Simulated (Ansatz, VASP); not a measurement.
# One calculation of CaH4, two programs

INCAR

```
PREC = Accurate ; ENCUT = 520
EDIFF = 1E-6 ; ISMEAR = -1
SIGMA = 0.05 ; LREAL = False
LASPH = True ; NELM = 60
ALGO = Normal ; ISIF = 2
LWAVE = False ; LCHARG = False
GGA = PE ; NBANDS = 15
```

KPOINTS

```
Automatic mesh
0
Gamma
  5 5 5
```

Contents of POSCAR:

```
CaH4
1.0
    4.3346992000      0.0000000000      0.0000000000
    0.0000000000      4.3346992000      0.0000000000
    0.0000000000      0.0000000000      4.1679800000
Ca H
1 4
Direct
    0.0000000000      0.0000000000      0.0000000000
    0.5000000000      0.0000000000      0.0000000000
    0.0000000000      0.5000000000      0.0000000000
    0.0000000000      0.0000000000      0.5000000000
    0.5000000000      0.5000000000      0.5000000000
```

input.yaml

```yaml
crystal:
  lattice:
    - [4.3346992, 0.0, 0.0]
    - [0.0, 4.3346992, 0.0]
    - [0.0, 0.0, 4.16798]
  atoms:
    - { symbol: Ca, position: [0.0, 0.0, 0.0] }
    - { symbol: H, position: [0.5, 0.0, 0.0] }
    - { symbol: H, position: [0.0, 0.5, 0.0] }
    - { symbol: H, position: [0.0, 0.0, 0.5] }
    - { symbol: H, position: [0.5, 0.5, 0.5] }
hamiltonian:
  xc: pbe
  pseudopotentials: { kind: paw }
kpoints:
  mp_grid: { grid: [5, 5, 5] }
scf:
  occupations: { method: fermi_dirac, width: 0.05 }
output:
  forces: true
  stress: true
  eigenvalues: true
  write_density: true
  write_potential: true
  elf: true
  volumetric_format: npy
```

Change from the starting cell: strain = 0.04.

Alike in both runs: task single point; functional PBE; k mesh 5 × 5 × 5; occupations fermi-dirac, width 0.05 eV; no spin polarisation.

|  | VASP | Ansatz |
| --- | --- | --- |
| version | VASP 6.6.1 | Ansatz 0.2.0 |
| potentials or method | VASP PAW PBE potentials, release 64 (Ca_sv, H) | Ansatz PAW |
| plane-wave cutoff (eV) | 520 | 420 |
| valence electrons in the cell | 14 | 14 |

VASP gave:

```
gap on the k mesh at the Fermi level (eV)       : 0.02
least direct gap on the mesh (eV)               : 0.02
pressure (GPa)                                  : -1.3
largest component of the traceless stress (GPa) : 1.07
```

Task: Which values does Ansatz return?

Result: gap on the k mesh at the Fermi level (eV): 0.02; least direct gap on the mesh (eV): 0.02; pressure (GPa): -1.3; largest component of the traceless stress (GPa): 1.06.

Caveats: an odd mesh through Γ misses points on the zone boundary, where band edges often lie (VASP).
